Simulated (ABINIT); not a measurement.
A run of ABINIT 10.8.3 (patched build) is set up as follows.

File run.abi:

```
# Datasets: ground state, then fixed potential
ndtset 2

# Pseudopotentials
pp_dirpath "./"
pseudos "Pb.GGA_PBE-JTH_sp.xml, Se.GGA_PBE-JTH.xml"

# Structure
acell 4.3284127397 4.3284127397 4.3284127397 Angstrom
rprim
     0.0000000000     0.7071067812     0.7071067812
     0.7071067812     0.0000000000     0.7071067812
     0.7071067812     0.7071067812     0.0000000000
ntypat 2
znucl 82 34
natom 2
typat 1 2
xred
     0.0000000000     0.0000000000     0.0000000000
     0.5000000000     0.5000000000     0.5000000000

# Plane-wave basis
ecut 15.0
pawecutdg 30.0

# Exchange and correlation
ixc -144130

# Bands and occupations
occopt 3
tsmear 0.00183747

# SCF cycle
nstep 100

# Output
iomode 3
prtwf 0
prteig 0
prtebands 0
prtden1 1

# Dataset 1
kptopt1 1
ngkpt1 8 8 8
nshiftk1 1
shiftk1 0.0 0.0 0.0
nband1 9
tolvrs1 1.0e-9

# Dataset 2: bands along G-X-W-K-G-L-U-W-L-K
iscf2 -2
getden2 1
nband2 13
nbdbuf2 2
tolwfr2 1.0e-12
kptopt2 -9
ndivsm2 6
prteig2 1
kptbounds2
     0.0000000000     0.0000000000     0.0000000000
     0.5000000000     0.0000000000     0.5000000000
     0.5000000000     0.2500000000     0.7500000000
     0.3750000000     0.3750000000     0.7500000000
     0.0000000000     0.0000000000     0.0000000000
     0.5000000000     0.5000000000     0.5000000000
     0.6250000000     0.2500000000     0.6250000000
     0.5000000000     0.2500000000     0.7500000000
     0.5000000000     0.5000000000     0.5000000000
     0.3750000000     0.3750000000     0.7500000000
```

Potentials or basis: JTH PAW PBE v2.0 sp.

Command:

```console
$ abinit run.abi > log 2>&1
```

(1) What does it give for the band gap along the path?

(2) Predict the band gap on the k mesh.

(3) What does it give for the pressure?

## Answers

(1) 0.30 eV, direct.

(2) 0.30 eV, direct.

(3) 5.6 GPa.

Caveat: the PAW data sets were made with another functional, which shifts forces and pressure a little; spin-orbit coupling is left out, which as a rule narrows the gap of such compounds by several tenths of an eV; this set keeps more shells in the core, which shifts pressures and gaps.

**Experimental background.**

From a printed reference work, monograph, for a bulk crystal of PbSe at 300 K: band gap 0.28 eV (direct).

Measured gap of PbSe: 0.28 eV (direct; 300 K; a printed reference work, monograph). This calculation gives 0.30 eV (+0.02 eV). 2 values of this kind are on record (0.15 to 0.28 eV); this one was drawn at random. Spin-orbit coupling on Pb, Se is left out. The value is that of rPW86PBE, without temperature or zero-point motion.
